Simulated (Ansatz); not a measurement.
WSe₂: energy along a strain

WSe₂, P-6m2, a = 3.318 Å, c = 16.658 Å (as given, not relaxed at this level: -1.7 GPa, forces to 0.19 eV/Å). The cell holds a free layer, 13 Å of vacuum away from its images, not a bulk crystal. Ansatz: PBEsol+D3(BJ), PAW, 420 eV, Γ-centred 12×12×2 mesh on 3 atoms, Gaussian smearing 0.05 eV; no spin polarisation. Cell vectors (Å): 3.318 0.000 0.000; -1.659 2.873 0.000; 0.000 0.000 16.658. The cell is strained by x per cent times the pattern (0 1 0 0 0 0) in the order xx yy zz yz xz xy (engineering shears), with fractional coordinates held. y is the free energy over the start, V0 = 52.939 Å³/atom.

| x (%) | y (meV/atom) |
| --- | --- |
| -6.00 | ? |
| -4.50 | -2.78 |
| -3.00 | -9.32 |
| -1.50 | -8.13 |
| 0.00 | 0.00 |
| 1.50 | 14.33 |
| 3.00 | 34.19 |
| 4.50 | 58.95 |
| 5.25 | 73.00 |
| 6.00 | 88.08 |

Fit y = c1 x + c2 x² + c3 x³ to the other rows, get the stiffness along the pattern, and predict the missing energy.

Least squares on the rows shown. y = 7.5392 x + 1.3871 x² − 0.033059 x³. The clamped-ion stiffness p·C·p = 2 × 13.87 eV × 160.2 / 52.939 Å³ = 84 GPa, which is C22 in these axes (second derivative at the start, which stands under stress). The vacuum dilutes this figure; times the height of the cell it is 140 N/m for the layer. At x = -6.00 the fit asked for gives 11.84 meV/atom. The run gave 12.38 meV/atom, so the fit is 0.54 meV/atom too low, 0.55 % of the span of the series, against an rms of 0.05 meV/atom on the fitted rows. The row lies outside the fitted range. With a term in x⁴ added, a fit to the same known rows predicts 12.36 meV/atom, so most of the miss is curvature that the known rows already hold.

Spin–orbit coupling is left out, which can shift energies with elements as heavy as these.

This form isn't the usual stable structure of the compound.